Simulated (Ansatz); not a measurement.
# As in Ansatz: the effect of functional

As:

```
CELL_PARAMETERS angstrom
1.90555 1.10017 3.56030
-1.90555 1.10017 3.56030
0.00000 -2.20034 3.56030
ATOMIC_POSITIONS crystal
As 0.22600 0.22600 0.22600
As 0.77400 0.77400 0.77400
```

The cell isn't the ideal one: volume scaled by 1.04.

Alike in all runs:

```yaml
Program: Ansatz 0.2.0
Task: single point
Potentials_or_basis: Ansatz PAW
k_mesh: 9 × 9 × 9
Occupations: fermi-dirac, width 0.05 eV
Spin: no spin polarisation
```

| functional | cutoff | pressure (GPa) | largest force (eV/Å) |
| --- | --- | --- | --- |
| LDA | 420 eV (not typed: the program's choice for these potentials) | -4.1 | 0.01 |
| PBEsol | 420 eV (not typed: the program's choice for these potentials) | -2.5 | 0.11 |
| r2SCAN | 500 eV (not typed: the program's choice for these potentials) | ? | ? |

Problem. What does the run with functional r2SCAN give?

Solution. Pressure -1.1 GPa; largest force 0.10 eV/Å.

Caveats: the PAW data sets come from PBE, with cores solved anew for the run's functional, which leaves a small shift of forces and pressure.
